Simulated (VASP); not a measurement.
# ZnO (P6_3mc) in VASP: notebook

One crystal, ZnO, is run at these levels: PBE; tasks: single point, relaxation of cell and atoms.

Everything below comes from runs of VASP 6.6.1. Logs are shortened: lines on timing, memory, paths and dates and some standing lists are left out, and cuts for length are marked.

**Experimental background.**

From “Electronic structure of alkaline earth and post-transition metal oxides”, 2009, arxiv:0908.1581, for a bulk crystal of ZnO: band gap 3.37 eV.

How close the calculation comes is told below.

## Step 1: The structure

It takes space group P6_3mc (No. 186, hexagonal). The conventional cell has a = 3.279 Å, b = 3.279 Å, c = 5.293 Å, α = 90.00°, β = 90.00°, γ = 120.00°. Zn (site symmetry 3m) has 4 O at 2.00 to 2.01 Å as nearest neighbours. O (site symmetry 3m) is surrounded by 4 Zn at 2.00 to 2.01 Å.

## Step 2: Single point, PBE

File INCAR:

```
PREC = Accurate
ENCUT = 520
EDIFF = 1E-6
ISMEAR = 0
SIGMA = 0.02
LREAL = False
LASPH = True
NELM = 100
ALGO = Normal
ISIF = 2
LWAVE = False
LCHARG = False
GGA = PE
NBANDS = 26
```

File KPOINTS:

```
Automatic mesh
0
Gamma
  9 9 6
```

File POSCAR:

```
ZnO
1.0
    3.2790867922      0.0000000000      0.0000000000
   -1.6395433961      2.8397724632      0.0000000000
    0.0000000000      0.0000000000      5.2928719384
Zn O
2 2
Direct
    0.3333333333      0.6666666667      0.0014808809
    0.6666666667      0.3333333333      0.5014808809
    0.3333333333      0.6666666667      0.3806191191
    0.6666666667      0.3333333333      0.8806191191
```

Potentials or basis: VASP PAW PBE potentials, release 64 (Zn, O).

Launch:

```bash
$ cat potpaw_PBE.64/Zn/POTCAR potpaw_PBE.64/O/POTCAR > POTCAR
$ mpirun -np 1 vasp_std > vasp.out
```

OUTCAR:

```text
PREC = Accurate
   ENCUT = 520
   EDIFF = 1E-6
   ISMEAR = 0
   LREAL = False
   LASPH = True
   NELM = 100
   ISIF = 2
   GGA = PE

 ion  position               nearest neighbor table
   1  0.333  0.667  0.001-   4 2.00   4 2.00   4 2.00   3 2.01
   2  0.667  0.333  0.501-   3 2.00   3 2.00   3 2.00   4 2.01
   3  0.333  0.667  0.381-   2 2.00   2 2.00   2 2.00   1 2.01
   4  0.667  0.333  0.881-   1 2.00   1 2.00   1 2.00   2 2.01

  LATTYP: Found a hexagonal cell.
 ALAT       =     3.2790867922
 C/A-ratio  =     1.6141298702

  Lattice vectors:

 A1 = (   3.2790867922,   0.0000000000,   0.0000000000)
 A2 = (  -1.6395433961,   2.8397724632,   0.0000000000)
 A3 = (   0.0000000000,   0.0000000000,   5.2928719384)

Analysis of symmetry for initial positions (statically):
=====================================================================
 Subroutine PRICEL returns:
 Original cell was already a primitive cell.

 Routine SETGRP: Setting up the symmetry group for a
 hexagonal supercell.

 Subroutine GETGRP returns: Found 12 space group operations
 (whereof  6 operations were pure point group operations)
 out of a pool of 24 trial point group operations.

The static configuration has the point symmetry C_3v.
 The point group associated with its full space group is C_6v.

Analysis of symmetry for dynamics (positions and initial velocities):
=====================================================================
 Subroutine PRICEL returns:
 Original cell was already a primitive cell.

 Routine SETGRP: Setting up the symmetry group for a
 hexagonal supercell.

 Subroutine GETGRP returns: Found 12 space group operations
 (whereof  6 operations were pure point group operations)
 out of a pool of 24 trial point group operations.

The dynamic configuration has the point symmetry C_3v.
 The point group associated with its full space group is C_6v.

 Subroutine INISYM returns: Found 12 space group operations
 (whereof  6 operations are pure point group operations),
 and found     1 'primitive' translations

----------------------------------------------------------------------------------------

                                     Primitive cell

  volume of cell :      49.2865

  direct lattice vectors                    reciprocal lattice vectors
     3.279086792  0.000000000  0.000000000     0.304962956  0.176070445  0.000000000
    -1.639543396  2.839772463  0.000000000     0.000000000  0.352140889  0.000000000
     0.000000000  0.000000000  5.292871938     0.000000000  0.000000000  0.188933345

  length of vectors
     3.279086792  3.279086792  5.292871938     0.352140889  0.352140889  0.188933345

  position of ions in fractional coordinates (direct lattice)
     0.333333333  0.666666667  0.001480881
     0.666666667  0.333333333  0.501480881
     0.333333333  0.666666667  0.380619119
     0.666666667  0.333333333  0.880619119

  ion indices of the primitive-cell ions
   primitive index   ion index
                 1           1
                 2           2
                 3           3
                 4           4

----------------------------------------------------------------------------------------

 KPOINTS: Automatic mesh

Automatic generation of k-mesh.
 Grid dimensions read from file:
 generate k-points for:    9    9    6

 Generating k-lattice:

  Cartesian coordinates                     Fractional coordinates (reciprocal lattice)
     0.033884773  0.019563383  0.000000000     0.111111111  0.000000000  0.000000000
     0.000000000  0.039126765  0.000000000     0.000000000  0.111111111  0.000000000
     0.000000000  0.000000000  0.031488891     0.000000000  0.000000000  0.166666667

  Length of vectors
     0.039126765  0.039126765  0.031488891

  Shift w.r.t. Gamma in fractional coordinates (k-lattice)
     0.000000000  0.000000000  0.000000000

 Subroutine IBZKPT returns following result:
 ===========================================

 Found     48 irreducible k-points:

 Following reciprocal coordinates:
            Coordinates               Weight
  0.000000  0.000000  0.000000      1.000000
  0.111111  0.000000  0.000000      6.000000
  0.222222 -0.000000  0.000000      6.000000
  0.333333 -0.000000  0.000000      6.000000
  0.444444 -0.000000  0.000000      6.000000
  0.111111  0.111111  0.000000      6.000000
[... 16 lines left out ...]
  0.333333  0.222222  0.166667     24.000000
  0.333333  0.333333  0.166667      4.000000
 [... further k-points ...]
   k-points           NKPTS =     48   k-points in BZ     NKDIM =     48   number of bands    NBANDS=     26
   number of dos      NEDOS =    301   number of ions     NIONS =      4
   total plane-waves  NPLWV =  23040
   dimension x,y,z NGX =    24 NGY =   24 NGZ =   40
   dimension x,y,z NGXF=    48 NGYF=   48 NGZF=   80
   ions per type =               2   2
   NGX,Y,Z   is equivalent  to a cutoff of  12.17, 12.17, 12.56 a.u.
   NGXF,Y,Z  is equivalent  to a cutoff of  24.34, 24.34, 25.13 a.u.
 SYSTEM =  unknown system
   PREC   = accura    normal or accurate (medium, high low for compatibility)
   ISTART =      0    job   : 0-new  1-cont  2-samecut
   ICHARG =      2    charge: 1-file 2-atom 10-const
   ISPIN  =      1    spin polarized calculation?
   LNONCOLLINEAR =      F non collinear calculations
   LSORBIT =      F    spin-orbit coupling
   LASPH  =      T    aspherical Exc in radial PAW
   ENCUT  =  520.0 eV  38.22 Ry    6.18 a.u.   6.10  6.10  9.84*2*pi/ulx,y,z
   NELM   =    100;   NELMIN=  2; NELMDL= -5     # of ELM steps
   EDIFF  = 0.1E-05   stopping-criterion for ELM
   LREAL  =      F    real-space projection
   EDIFFG = 0.1E-04   stopping-criterion for IOM
   NSW    =      0    number of steps for IOM
   IBRION =     -1    ionic relax: 0-MD 1-quasi-New 2-CG
   NFREE  =      0    steps in history (QN), initial steepest desc. (CG)
   ISIF   =      2    stress and relaxation
   ISYM   =      2    0-nonsym 1-usesym 2-fastsym
   POTIM  = 0.5000    time-step for ionic-motion
   TEBEG  =    0.0;   TEEND  =   0.0 temperature during run
   PSTRESS=    0.0 pullay stress
   NELECT =      36.0000    total number of electrons
   NUPDOWN=      -1.0000    fix difference up-down
   EMIN   =  10.00;   EMAX   =-10.00  energy-range for DOS
   EFERMI =   0.00;   METHOD = LEGACY
   ISMEAR =     0;   SIGMA  =   0.02  broadening in eV -4-tet -1-fermi 0-gaus
   EFERMI_NEDOS =   21; number of points for ismear=-14 and -15
   IALGO  =     38    algorithm
   IMIX   =      4    mixing-type and parameters
     AMIX     =   0.40;   BMIX     =  1.00
     AMIX_MAG =   1.60;   BMIX_MAG =  1.00
  volume/ion in A,a.u.               =      12.32        83.15
  Fermi-wavevector in a.u.,A,eV,Ry     =   1.474347  2.786112 29.574972  2.173699
  Thomas-Fermi vector in A             =   2.589129
   LORBIT       =      0    0 simple, 1 ext, 2 COOP (PROOUT), +10 PAW based schemes
   GGA     = PE    functional components
   LHFCALC =     F    Hartree Fock is set to
   AEXX    =    0.0000 exact exchange contribution
   IVDW    =     0    specifies the selected vdW correction
   LEPSILON=     F    determine dielectric tensor
   LRPA    =     F    only Hartree local field effects (RPA)
 non-spin polarized calculation
 Gauss-broadening in eV      SIGMA  =   0.02
  energy-cutoff  :      520.00
  volume of cell :       49.29
 maximum number of plane-waves:      1350
   NGX = 13   NGY = 13   NGZ = 19

 number of electron      36.0000038 magnetization

 Free energy of the ion-electron system (eV)
  ---------------------------------------------------
  ext. energy  EPLUGINS =         0.00000000
  ---------------------------------------------------
  free energy    TOTEN  =       -17.86070385 eV

  energy without entropy =      -17.86070385  energy(sigma->0) =      -17.86070385

 E-fermi :   1.0173     XC(G=0): -10.7272

 val. band max:        0.8983072794   @ k =   0.0000   0.0000   0.0000
 cond. band min:       1.6264414339   @ k =   0.0000   0.0000   0.0000
 fundamental gap:      0.7281341545
 Fermi energy:         1.0172928152

 k-point     1 :       0.0000    0.0000    0.0000
  band No.  band energies     occupation
      1     -16.9226      2.00000
      2     -16.2548      2.00000
      3      -4.6406      2.00000
      4      -4.6406      2.00000
      5      -4.6003      2.00000
      6      -4.4868      2.00000
[... 18 lines left out ...]
     25      14.8319      0.00000
     26      14.8319      0.00000

 k-point     2 :       0.1111    0.0000    0.0000
  band No.  band energies     occupation
      1     -16.8596      2.00000
      2     -16.2270      2.00000
      3      -4.7078      2.00000
      4      -4.6038      2.00000
      5      -4.5620      2.00000
      6      -4.4692      2.00000
[... 18 lines left out ...]
     25      14.8053      0.00000
     26      14.9615      0.00000

 k-point     3 :       0.2222   -0.0000    0.0000
  band No.  band energies     occupation
      1     -16.6917      2.00000
      2     -16.1600      2.00000
      3      -4.8370      2.00000
      4      -4.5418      2.00000
      5      -4.5178      2.00000
      6      -4.4075      2.00000
[... 18 lines left out ...]
     25      14.2284      0.00000
     26      14.9294      0.00000

 k-point     4 :       0.3333   -0.0000    0.0000
  band No.  band energies     occupation
      1     -16.4791      2.00000
      2     -16.0973      2.00000
      3      -4.9019      2.00000
      4      -4.5726      2.00000
      5      -4.4399      2.00000
      6      -4.2378      2.00000
[... 18 lines left out ...]
     25      14.1163      0.00000
     26      14.7558      0.00000
[... 496 lines left out ...]
      1     -16.3551      2.00000
      2     -16.0974      2.00000
      3      -4.7306      2.00000
      4      -4.6731      2.00000
      5      -4.3533      2.00000
      6      -4.2947      2.00000
[... 18 lines left out ...]
     25      12.6553      0.00000
     26      15.8332      0.00000

 k-point    23 :       0.3333    0.2222    0.1667
  band No.  band energies     occupation
      1     -16.2189      2.00000
      2     -16.0919      2.00000
      3      -4.6953      2.00000
      4      -4.4942      2.00000
      5      -4.3469      2.00000
      6      -4.1718      2.00000
[... 18 lines left out ...]
     25      13.4198      0.00000
     26      14.8370      0.00000

 k-point    24 :       0.3333    0.3333    0.1667
  band No.  band energies     occupation
      1     -16.1312      2.00000
      2     -16.1312      2.00000
      3      -4.6448      2.00000
      4      -4.3745      2.00000
      5      -4.3745      2.00000
      6      -4.0346      2.00000
[... 18 lines left out ...]
     25      14.1796      0.00000
     26      14.9501      0.00000

 [... further k-points ...]
[... 5 lines left out ...]
  --------------------------------------------------------------------------------------
  -------------------------------------------------------------------------------------
  Total        0.2947156      0.2947156      0.2863227      0.0000000      0.0000000      0.0000000
  in kB        9.5804502      9.5804502      9.3076174      0.0000000      0.0000000      0.0000000
  external PRESSURE =       9.4895059 kB  Pullay stress =       0.0000000 kB

 VOLUME and BASIS-vectors are now :
 -----------------------------------------------------------------------------
  energy-cutoff  :      520.00
  volume of cell :       49.29
      direct lattice vectors                 reciprocal lattice vectors
     3.279086792  0.000000000  0.000000000     0.304962956  0.176070445  0.000000000
    -1.639543396  2.839772463  0.000000000     0.000000000  0.352140889  0.000000000
     0.000000000  0.000000000  5.292871938     0.000000000  0.000000000  0.188933345

 POSITION                                       TOTAL-FORCE (eV/Angst)
 -----------------------------------------------------------------------------------
     -0.00000      1.89318      0.00784         0.000000      0.000000      0.002664
      1.63954      0.94659      2.65427         0.000000     -0.000000      0.002664
     -0.00000      1.89318      2.01457        -0.000000     -0.000000     -0.002664
      1.63954      0.94659      4.66100         0.000000      0.000000     -0.002664
 -----------------------------------------------------------------------------------
    total drift:                               -0.000001     -0.000001     -0.001452

  FREE ENERGIE OF THE ION-ELECTRON SYSTEM (eV)
  ---------------------------------------------------
  free  energy   TOTEN  =       -17.8607038517 eV

  energy  without entropy=      -17.8607038517  energy(sigma->0) =      -17.86070385
```

It took 35 s on 1 thread of Intel Xeon Platinum 8259CL at 2.50GHz (Skylake/Cascade Lake), shared host; peak memory 0.19 GiB.

What came out:

```yaml
Free_energy: -17.8607 eV
Pressure: 0.9 GPa
Band_gap_on_the_k_mesh: 0.73 eV, direct
```

Forces in eV/Å, atoms in the order of the input:
```
Zn   0.000  0.000  0.003
Zn   0.000  0.000  0.003
O    0.000  0.000 -0.003
O    0.000  0.000 -0.003
```

## Step 3: Relaxation of cell and atoms, PBE

This run uses another cell than the first one, of 11.90 Å³/atom, 0.965 times its volume.

File INCAR:

```
SYSTEM = ZnO
PREC = Accurate ; ENCUT = 600
EDIFF = 1E-7 ; ISMEAR = 0
SIGMA = 0.02 ; LREAL = .False.
LASPH = .True. ; NELM = 100
ALGO = Fast ; ISIF = 3
LWAVE = .False. ; LCHARG = .False.
GGA = PE ; IBRION = 2
NSW = 100 ; EDIFFG = -0.005
```

File KPOINTS:

```
regular mesh
0
Gamma
  9 9 6
  0 0 0
```

File POSCAR:

```
ZnO
1.0
    3.2493987239      0.0000000000      0.0000000000
   -1.6246993619      2.8140618419      0.0000000000
    0.0000000000      0.0000000000      5.2038000000
Zn O
2 2
Direct
    0.3333333333      0.6666666667      0.0000000000
    0.6666666667      0.3333333333      0.5000000000
    0.3333333333      0.6666666667      0.3821000000
    0.6666666667      0.3333333333      0.8821000000
```

Potentials or basis: VASP PAW PBE potentials, release 64 (Zn, O).

Launch:

```bash
$ cat potpaw_PBE.64/Zn/POTCAR potpaw_PBE.64/O/POTCAR > POTCAR
$ mpirun -np 1 vasp_std > vasp.out
```

Wall time 6.3 min (1 thread of Intel Xeon Platinum 8259CL at 2.50GHz (Skylake/Cascade Lake), shared host); peak memory 0.22 GiB.

It converged, with:

```yaml
Free_energy: -17.8621 eV
Relaxed_volume: 12.40 Å³/atom
Relaxed_cell: a = 3.286 Å, b = 3.286 Å, c = 5.304 Å, α = 90.00°, β = 90.00°, γ = 120.00°
Space_group_after_relaxing_to_0.05_Å: P6_3mc (No. 186)
Energy_gained_by_relaxing: 8.9 meV/atom
Ionic_steps: 11
Pressure_after_relaxing: 0.0 GPa
Band_gap_on_the_k_mesh: 0.72 eV, direct
```

The path:
```
step  energy change (eV)  largest force (eV/Å)  pressure (GPa)  volume (Å³)
   1              0.0000                0.0323            5.75        47.58
   2             -0.0274                0.0217           -2.43        50.59
   3             -0.0351                0.0248           -0.02        49.60
   4             -0.0351                0.0249            0.08        49.56
   5             -0.0353                0.0235            0.07        49.56
   6             -0.0357                0.0208            0.06        49.56
   7             -0.0357                0.0195            0.09        49.56
   8             -0.0357                0.0128           -0.15        49.65
   9             -0.0358                0.0022           -0.05        49.61
  10             -0.0358                0.0029            0.05        49.57
  11             -0.0358                0.0002            0.01        49.59
```

Final structure:
```
CELL_PARAMETERS angstrom
3.28588 0.00000 0.00000
-1.64294 2.84566 0.00000
0.00000 0.00000 5.30357
ATOMIC_POSITIONS crystal
Zn 0.33333 0.66667 0.00152
Zn 0.66667 0.33333 0.50152
O 0.33333 0.66667 0.38058
O 0.66667 0.33333 0.88058
```

Levels at points of the mesh, in eV from the valence-band top:
| k point | band 15 | band 16 | band 17 | band 18 | band 19 | band 20 | band 21 | band 22 |
| --- | --- | --- | --- | --- | --- | --- | --- | --- |
| (0.00, 0.00, 0.00) | -0.75 | -0.08 | 0.00 | 0.00 | 0.72 | 5.07 | 8.05 | 12.70 |
| (0.00, 0.00, 0.50) | -0.37 | -0.37 | -0.37 | -0.37 | 3.35 | 3.35 | 9.89 | 9.89 |

As with any semilocal functional, this PBE gap is likely too small. PBE usually gives volumes a little too large and moduli too small.

(Continued in part 2 of 2.)
